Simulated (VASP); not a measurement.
# BaTiO3 (Pm-3m) in VASP: further runs

Runs on BaTiO3. Level: LDA. Tasks: single point.

All numbers are computed with VASP 6.6.1; they aren't measurements. Logs are shortened: lines on timing, memory, paths and dates and some standing lists are left out, and cuts for length are marked.

## Step 1: Starting point

It takes space group Pm-3m (No. 221, cubic). Conventional cell: a = 4.006 Å, b = 4.006 Å, c = 4.006 Å, α = 90.00°, β = 90.00°, γ = 90.00°. Ba (site symmetry m-3m) has 12 O at 2.83 Å as nearest neighbours. Ti (site symmetry m-3m) is surrounded by 6 O at 2.00 Å. O (site symmetry 4/mmm) has 2 Ti at 2.00 Å as nearest neighbours.

## Step 2: Single point, LDA

Input file INCAR:

```
PREC = Accurate
ENCUT = 460
EDIFF = 1E-4
ISMEAR = 0
SIGMA = 0.05
LREAL = False
LASPH = True
NELM = 100
ALGO = Normal
ISIF = 2
LWAVE = False
LCHARG = False
GGA = CA
ADDGRID = False
```

Input file KPOINTS:

```
Automatic mesh
0
Gamma
  4 4 4
```

Input file POSCAR:

```
BaTiO3
1.0
    4.0060000000      0.0000000000      0.0000000000
    0.0000000000      4.0060000000      0.0000000000
    0.0000000000      0.0000000000      4.0060000000
Ba Ti O
1 1 3
Direct
    0.4701120000      0.5031600000      0.5056990000
   -0.0202070000      0.0016430000     -0.0204470000
   -0.0270160000     -0.0188640000      0.5097340000
   -0.0003670000      0.4971430000     -0.0056670000
    0.4958670000     -0.0087980000      0.0064420000
```

Potentials or basis: VASP PAW LDA potentials, release 64 (Ba_sv, Ti_sv, O).

The run is started by

```console
$ cat potpaw_LDA.64/Ba_sv/POTCAR potpaw_LDA.64/Ti_sv/POTCAR potpaw_LDA.64/O/POTCAR > POTCAR
$ mpirun -np 1 vasp_std > vasp.out
```

OUTCAR:

```text
PREC = Accurate
   ENCUT = 460
   EDIFF = 1E-4
   ISMEAR = 0
   LREAL = False
   LASPH = True
   NELM = 100
   ISIF = 2
   GGA = CA

 Found     36 irreducible k-points:

 Following reciprocal coordinates:
            Coordinates               Weight
  0.000000  0.000000  0.000000      1.000000
  0.250000  0.000000  0.000000      2.000000
  0.000000  0.250000  0.000000      2.000000
  0.000000  0.000000  0.250000      2.000000
  0.500000  0.000000  0.000000      1.000000
  0.000000  0.500000  0.000000      1.000000
   k-points           NKPTS =     36   k-points in BZ     NKDIM =     36   number of bands    NBANDS=     24
   number of dos      NEDOS =    301   number of ions     NIONS =      5
   total plane-waves  NPLWV =  21952
   dimension x,y,z NGX =    28 NGY =   28 NGZ =   28
   dimension x,y,z NGXF=    56 NGYF=   56 NGZF=   56
   ions per type =               1   1   3
   NGX,Y,Z   is equivalent  to a cutoff of  11.62, 11.62, 11.62 a.u.
   NGXF,Y,Z  is equivalent  to a cutoff of  23.24, 23.24, 23.24 a.u.
 SYSTEM =  unknown system
   PREC   = accura    normal or accurate (medium, high low for compatibility)
   ISTART =      0    job   : 0-new  1-cont  2-samecut
   ICHARG =      2    charge: 1-file 2-atom 10-const
   ISPIN  =      1    spin polarized calculation?
   LNONCOLLINEAR =      F non collinear calculations
   LSORBIT =      F    spin-orbit coupling
   LASPH  =      T    aspherical Exc in radial PAW
   ENCUT  =  460.0 eV  33.81 Ry    5.81 a.u.   7.01  7.01  7.01*2*pi/ulx,y,z
   NELM   =    100;   NELMIN=  2; NELMDL= -5     # of ELM steps
   EDIFF  = 0.1E-03   stopping-criterion for ELM
   LREAL  =      F    real-space projection
   EDIFFG = 0.1E-02   stopping-criterion for IOM
   NSW    =      0    number of steps for IOM
   IBRION =     -1    ionic relax: 0-MD 1-quasi-New 2-CG
   NFREE  =      0    steps in history (QN), initial steepest desc. (CG)
   ISIF   =      2    stress and relaxation
   ISYM   =      2    0-nonsym 1-usesym 2-fastsym
   POTIM  = 0.5000    time-step for ionic-motion
   TEBEG  =    0.0;   TEEND  =   0.0 temperature during run
   PSTRESS=    0.0 pullay stress
   NELECT =      40.0000    total number of electrons
   NUPDOWN=      -1.0000    fix difference up-down
   EMIN   =  10.00;   EMAX   =-10.00  energy-range for DOS
   EFERMI =   0.00;   METHOD = LEGACY
   ISMEAR =     0;   SIGMA  =   0.05  broadening in eV -4-tet -1-fermi 0-gaus
   EFERMI_NEDOS =   21; number of points for ismear=-14 and -15
   IALGO  =     38    algorithm
   IMIX   =      4    mixing-type and parameters
     AMIX     =   0.40;   BMIX     =  1.00
     AMIX_MAG =   1.60;   BMIX_MAG =  1.00
  volume/ion in A,a.u.               =      12.86        86.77
  Fermi-wavevector in a.u.,A,eV,Ry     =   1.397603  2.641087 26.576187  1.953295
  Thomas-Fermi vector in A             =   2.520843
   LORBIT       =      0    0 simple, 1 ext, 2 COOP (PROOUT), +10 PAW based schemes
   GGA     = CA    functional components
   LHFCALC =     F    Hartree Fock is set to
   AEXX    =    0.0000 exact exchange contribution
   IVDW    =     0    specifies the selected vdW correction
   LEPSILON=     F    determine dielectric tensor
   LRPA    =     F    only Hartree local field effects (RPA)
 non-spin polarized calculation
 Gauss-broadening in eV      SIGMA  =   0.05
  energy-cutoff  :      460.00
  volume of cell :       64.29
 maximum number of plane-waves:      1472
   NGX = 15   NGY = 15   NGZ = 15

 number of electron      39.9999994 magnetization

 Free energy of the ion-electron system (eV)
  ---------------------------------------------------
  ext. energy  EPLUGINS =         0.00000000
  ---------------------------------------------------
  free energy    TOTEN  =       -44.06353870 eV

  energy without entropy =      -44.06353870  energy(sigma->0) =      -44.06353870

 E-fermi :   3.8106     XC(G=0): -11.7159

 val. band max:        3.5138535283   @ k =   0.5000   0.5000   0.5000
 cond. band min:       5.3314925396   @ k =   0.0000   0.0000   0.0000
 fundamental gap:      1.8176390113
 Fermi energy:         3.8106104132

 k-point     1 :       0.0000    0.0000    0.0000
  band No.  band energies     occupation
      1     -52.2843      2.00000
      2     -28.9383      2.00000
      3     -28.9094      2.00000
      4     -28.9011      2.00000
      5     -21.1707      2.00000
      6     -13.0725      2.00000
[... 16 lines left out ...]
     23       5.5008      0.00000
     24       7.5834      0.00000

 k-point     2 :       0.2500    0.0000    0.0000
  band No.  band energies     occupation
      1     -52.2839      2.00000
      2     -28.9375      2.00000
      3     -28.9360      2.00000
      4     -28.9001      2.00000
      5     -21.1101      2.00000
      6     -13.1686      2.00000
[... 16 lines left out ...]
     23       6.2968      0.00000
     24       7.6356      0.00000

 k-point     3 :       0.0000    0.2500    0.0000
  band No.  band energies     occupation
      1     -52.2839      2.00000
      2     -28.9374      2.00000
      3     -28.9280      2.00000
      4     -28.9082      2.00000
      5     -21.1105      2.00000
      6     -13.1665      2.00000
[... 16 lines left out ...]
     23       6.2842      0.00000
     24       7.6600      0.00000

 k-point     4 :       0.0000    0.0000    0.2500
  band No.  band energies     occupation
      1     -52.2839      2.00000
      2     -28.9654      2.00000
      3     -28.9083      2.00000
      4     -28.9000      2.00000
      5     -21.1101      2.00000
      6     -13.1346      2.00000
[... 16 lines left out ...]
     23       6.3333      0.00000
     24       7.5825      0.00000

 k-point     5 :       0.5000    0.0000    0.0000
  band No.  band energies     occupation
      1     -52.2833      2.00000
      2     -28.9629      2.00000
      3     -28.9361      2.00000
      4     -28.8990      2.00000
      5     -21.0477      2.00000
      6     -13.3418      2.00000
[... 16 lines left out ...]
     23       7.0695      0.00000
     24       7.6225      0.00000

 k-point     6 :       0.0000    0.5000    0.0000
  band No.  band energies     occupation
      1     -52.2833      2.00000
      2     -28.9550      2.00000
      3     -28.9360      2.00000
      4     -28.9072      2.00000
      5     -21.0485      2.00000
      6     -13.3365      2.00000
[... 16 lines left out ...]
     23       7.0530      0.00000
     24       7.6434      0.00000

 [... further k-points ...]
[... 5 lines left out ...]
  --------------------------------------------------------------------------------------
  -------------------------------------------------------------------------------------
  Total       -3.0351426     -3.2864277     -2.4237326     -0.0893862     -0.1126707     -0.1474857
  in kB      -75.6409273    -81.9033800    -60.4035477     -2.2276557     -2.8079452     -3.6755942
  external PRESSURE =     -72.6492850 kB  Pullay stress =       0.0000000 kB

 VOLUME and BASIS-vectors are now :
 -----------------------------------------------------------------------------
  energy-cutoff  :      460.00
  volume of cell :       64.29
      direct lattice vectors                 reciprocal lattice vectors
     4.006000000  0.000000000  0.000000000     0.249625562  0.000000000  0.000000000
     0.000000000  4.006000000  0.000000000     0.000000000  0.249625562  0.000000000
     0.000000000  0.000000000  4.006000000     0.000000000  0.000000000  0.249625562

 POSITION                                       TOTAL-FORCE (eV/Angst)
 -----------------------------------------------------------------------------------
      1.88327      2.01566      2.02583         0.354089     -0.141943     -0.375836
      3.92505      0.00658      3.92409        -0.447950      0.046704     -0.016063
      3.89777      3.93043      2.04199         0.349445      0.365626      0.170250
      4.00453      1.99155      3.98330        -0.137759     -0.457867      0.223568
      1.98644      3.97076      0.02581        -0.117824      0.187480     -0.001919
 -----------------------------------------------------------------------------------
    total drift:                               -0.001403      0.000411     -0.002248

  FREE ENERGIE OF THE ION-ELECTRON SYSTEM (eV)
  ---------------------------------------------------
  free  energy   TOTEN  =       -44.0635387048 eV

  energy  without entropy=      -44.0635387048  energy(sigma->0) =      -44.06353870
```

Run time: 30 s. Hardware: 1 thread of AMD EPYC 7R13 (Zen 3), shared host; peak memory 0.15 GiB.

These settings aren't checked as converged: the numbers below hold their error.

Results:

```
Free energy            : -44.0635 eV
Pressure               : -7.3 GPa
Largest force          : 0.536 eV/Å
Band gap on the k mesh : 1.82 eV, indirect (least direct gap 2.10 eV)
```

Caveat: the cutoff is under 1.25 times the usual one of these potentials, so pressure, stress and relaxed cells hold a basis-set (Pulay) error; spin-orbit coupling is left out, which moves the levels of the heavy elements.

## Step 3: Single point, LDA

INCAR, as its differences from that of step 2:

```diff
@@ -2,3 +2,3 @@
 ENCUT = 460
-EDIFF = 1E-4
+EDIFF = 1E-5
 ISMEAR = 0
```

KPOINTS is that of step 2.

Input file POSCAR:

```
BaTiO3
1.0
    4.0060000000      0.0000000000      0.0000000000
    0.0000000000      4.0060000000      0.0000000000
    0.0000000000      0.0000000000      4.0060000000
Ba Ti O
1 1 3
Direct
    0.5000000000      0.5000000000      0.5000000000
    0.0000000000      0.0000000000      0.0000000000
    0.0000000000      0.0000000000      0.5000000000
    0.0000000000      0.5000000000      0.0000000000
    0.5000000000      0.0000000000      0.0000000000
```

Potentials or basis: VASP PAW LDA potentials, release 64 (Ba_sv, Ti_sv, O).

The run is started by

```console
$ cat potpaw_LDA.64/Ba_sv/POTCAR potpaw_LDA.64/Ti_sv/POTCAR potpaw_LDA.64/O/POTCAR > POTCAR
$ mpirun -np 1 vasp_std > vasp.out
```

Run time: 13 s. Hardware: 1 thread of AMD EPYC 7R13 (Zen 3), shared host; peak memory 0.12 GiB.

These settings aren't checked as converged: the numbers below hold their error.

What came out:

| Quantity | Value |
| --- | --- |
| Free energy | -44.0899 eV |
| Pressure | -8.0 GPa |
| Band gap on the k mesh | 1.63 eV, indirect (least direct gap 1.77 eV) |

Caveat: the cutoff is under 1.25 times the usual one of these potentials, so pressure, stress and relaxed cells hold a basis-set (Pulay) error; spin-orbit coupling is left out, which moves the levels of the heavy elements.

## Step 4: Single point, LDA

INCAR is that of step 3.

KPOINTS is that of step 3.

Input file POSCAR:

```
BaTiO3
1.0
    4.0060000000      0.0000000000      0.0000000000
    0.0000000000      4.0060000000      0.0000000000
    0.0000000000      0.0000000000      4.0060000000
Ba Ti O
1 1 3
Direct
    0.4701120000      0.5031600000      0.5056990000
   -0.0202070000      0.0016430000     -0.0204470000
   -0.0270160000     -0.0188640000      0.5097340000
   -0.0003670000      0.4971430000     -0.0056670000
    0.4958670000     -0.0087980000      0.0064420000
```

Potentials or basis: VASP PAW LDA potentials, release 64 (Ba_sv, Ti_sv, O).

The run is started by

```console
$ cat potpaw_LDA.64/Ba_sv/POTCAR potpaw_LDA.64/Ti_sv/POTCAR potpaw_LDA.64/O/POTCAR > POTCAR
$ mpirun -np 1 vasp_std > vasp.out
```

OUTCAR:

```text
PREC = Accurate
   ENCUT = 460
   EDIFF = 1E-5
   ISMEAR = 0
   LREAL = False
   LASPH = True
   NELM = 100
   ISIF = 2
   GGA = CA

 Found     36 irreducible k-points:

 Following reciprocal coordinates:
            Coordinates               Weight
  0.000000  0.000000  0.000000      1.000000
  0.250000  0.000000  0.000000      2.000000
  0.000000  0.250000  0.000000      2.000000
  0.000000  0.000000  0.250000      2.000000
  0.500000  0.000000  0.000000      1.000000
  0.000000  0.500000  0.000000      1.000000
   k-points           NKPTS =     36   k-points in BZ     NKDIM =     36   number of bands    NBANDS=     24
   number of dos      NEDOS =    301   number of ions     NIONS =      5
   total plane-waves  NPLWV =  21952
   dimension x,y,z NGX =    28 NGY =   28 NGZ =   28
   dimension x,y,z NGXF=    56 NGYF=   56 NGZF=   56
   ions per type =               1   1   3
   NGX,Y,Z   is equivalent  to a cutoff of  11.62, 11.62, 11.62 a.u.
   NGXF,Y,Z  is equivalent  to a cutoff of  23.24, 23.24, 23.24 a.u.
 SYSTEM =  unknown system
   PREC   = accura    normal or accurate (medium, high low for compatibility)
   ISTART =      0    job   : 0-new  1-cont  2-samecut
   ICHARG =      2    charge: 1-file 2-atom 10-const
   ISPIN  =      1    spin polarized calculation?
   LNONCOLLINEAR =      F non collinear calculations
[... 52 lines left out ...]

 E-fermi :   3.8082     XC(G=0): -11.7160

 val. band max:        3.5106377137   @ k =   0.5000   0.5000   0.5000
 cond. band min:       5.3208452371   @ k =   0.0000   0.0000   0.0000
 fundamental gap:      1.8102075234
 Fermi energy:         3.8081602987

 k-point     1 :       0.0000    0.0000    0.0000
  band No.  band energies     occupation
      1     -52.3030      2.00000
      2     -28.9547      2.00000
      3     -28.9258      2.00000
      4     -28.9177      2.00000
      5     -21.1667      2.00000
      6     -13.0763      2.00000
[... 151 lines left out ...]
     23       7.0415      0.00000
     24       7.6296      0.00000

 [... further k-points ...]
[... 5 lines left out ...]
  --------------------------------------------------------------------------------------
  -------------------------------------------------------------------------------------
  Total       -2.7713127     -3.0163799     -2.1600571     -0.0899492     -0.1140840     -0.1468998
  in kB      -69.0658380    -75.1733294    -53.8323066     -2.2416886     -2.8431676     -3.6609936
  external PRESSURE =     -66.0238246 kB  Pullay stress =       0.0000000 kB

 VOLUME and BASIS-vectors are now :
 -----------------------------------------------------------------------------
  energy-cutoff  :      460.00
  volume of cell :       64.29
      direct lattice vectors                 reciprocal lattice vectors
     4.006000000  0.000000000  0.000000000     0.249625562  0.000000000  0.000000000
     0.000000000  4.006000000  0.000000000     0.000000000  0.249625562  0.000000000
     0.000000000  0.000000000  4.006000000     0.000000000  0.000000000  0.249625562

 POSITION                                       TOTAL-FORCE (eV/Angst)
 -----------------------------------------------------------------------------------
      1.88327      2.01566      2.02583         0.354307     -0.142162     -0.375456
      3.92505      0.00658      3.92409        -0.451466      0.047932     -0.023479
      3.89777      3.93043      2.04199         0.349205      0.366226      0.178833
      4.00453      1.99155      3.98330        -0.138845     -0.459761      0.222954
      1.98644      3.97076      0.02581        -0.113202      0.187765     -0.002852
 -----------------------------------------------------------------------------------
    total drift:                                0.000289      0.000477      0.000765

  FREE ENERGIE OF THE ION-ELECTRON SYSTEM (eV)
  ---------------------------------------------------
  free  energy   TOTEN  =       -44.0635068730 eV

  energy  without entropy=      -44.0635068730  energy(sigma->0) =      -44.06350687
```

stdout:

```text
POSCAR found type information on POSCAR BaTiO
 POSCAR found :  3 types and       5 ions
 scaLAPACK will be used
 LDA part: xc-table for (Slater(with rela. corr.)+CA(PZ))
 , standard interpolation
 POSCAR, INCAR and KPOINTS ok, starting setup
 FFT: planning ... GRIDC
 FFT: planning ... GRID_SOFT
 FFT: planning ... GRID
 WAVECAR not read
 entering main loop
```

Run time: 41 s. Hardware: 1 thread of AMD EPYC 7R13 (Zen 3), shared host; peak memory 0.14 GiB.

The run converged, but some of its settings lie outside the range that counts as converged, so its numbers aren't taken as properties of the crystal.

Results:

```
Free energy            : -44.0635 eV
Pressure               : -6.6 GPa
Largest force          : 0.537 eV/Å
Band gap on the k mesh : 1.81 eV, indirect (least direct gap 2.09 eV)
```

Caveat: the cutoff is under 1.25 times the usual one of these potentials, so pressure, stress and relaxed cells hold a basis-set (Pulay) error; spin-orbit coupling is left out, which moves the levels of the heavy elements.

## Step 5: Single point, LDA

INCAR, as its differences from that of step 4:

```diff
@@ -2,3 +2,3 @@
 ENCUT = 460
-EDIFF = 1E-5
+EDIFF = 1E-6
 ISMEAR = 0
```

KPOINTS is that of step 4.

Input file POSCAR:

```
BaTiO3
1.0
    4.0060000000      0.0000000000      0.0000000000
    0.0000000000      4.0060000000      0.0000000000
    0.0000000000      0.0000000000      4.0060000000
Ba Ti O
1 1 3
Direct
    0.5000000000      0.5000000000      0.5000000000
    0.0000000000      0.0000000000      0.0000000000
    0.0000000000      0.0000000000      0.5000000000
    0.0000000000      0.5000000000      0.0000000000
    0.5000000000      0.0000000000      0.0000000000
```

The run is started by

```console
$ cat potpaw_LDA.64/Ba_sv/POTCAR potpaw_LDA.64/Ti_sv/POTCAR potpaw_LDA.64/O/POTCAR > POTCAR
$ mpirun -np 1 vasp_std > vasp.out
```

Wall time 13 s (1 thread of AMD EPYC 7R13 (Zen 3), shared host); peak memory 0.12 GiB.

These settings aren't checked as converged: the numbers below hold their error.

Results:

| Property | Result |
| --- | --- |
| Free energy | -44.0899 eV |
| Pressure | -8.0 GPa |
| Band gap on the k mesh | 1.63 eV, indirect (least direct gap 1.78 eV) |

Caveat: the cutoff is under 1.25 times the usual one of these potentials, so pressure, stress and relaxed cells hold a basis-set (Pulay) error; spin-orbit coupling is left out, which moves the levels of the heavy elements.

## Step 6: Single point, LDA

INCAR is that of step 5.

KPOINTS is that of step 5.

Input file POSCAR:

```
BaTiO3
1.0
    4.0060000000      0.0000000000      0.0000000000
    0.0000000000      4.0060000000      0.0000000000
    0.0000000000      0.0000000000      4.0060000000
Ba Ti O
1 1 3
Direct
    0.4701120000      0.5031600000      0.5056990000
   -0.0202070000      0.0016430000     -0.0204470000
   -0.0270160000     -0.0188640000      0.5097340000
   -0.0003670000      0.4971430000     -0.0056670000
    0.4958670000     -0.0087980000      0.0064420000
```

Potentials or basis: VASP PAW LDA potentials, release 64 (Ba_sv, Ti_sv, O).

The run is started by

```console
$ cat potpaw_LDA.64/Ba_sv/POTCAR potpaw_LDA.64/Ti_sv/POTCAR potpaw_LDA.64/O/POTCAR > POTCAR
$ mpirun -np 1 vasp_std > vasp.out
```

Wall time 52 s (1 thread of AMD EPYC 7R13 (Zen 3), shared host); peak memory 0.15 GiB.

The run converged, but some of its settings lie outside the range that counts as converged, so its numbers aren't taken as properties of the crystal.

Results:

| Quantity | Value |
| --- | --- |
| Free energy | -44.0635 eV |
| Pressure | -6.6 GPa |
| Largest force | 0.537 eV/Å |
| Band gap on the k mesh | 1.81 eV, indirect (least direct gap 2.09 eV) |

Caveat: the cutoff is under 1.25 times the usual one of these potentials, so pressure, stress and relaxed cells hold a basis-set (Pulay) error; spin-orbit coupling is left out, which moves the levels of the heavy elements.

## Step 7: The reference run

An earlier run on the cell as given: functional PBEsol; potentials or basis VASP PAW PBE potentials, release 64 (Ba_sv, Ti_sv, O); cutoff 520 eV; k mesh 7 × 7 × 7; occupations fermi-dirac, width 0.05 eV; no spin polarisation.

- Pressure: -2.8 GPa
- Band gap on the k mesh: 1.76 eV, indirect (least direct gap 1.84 eV)
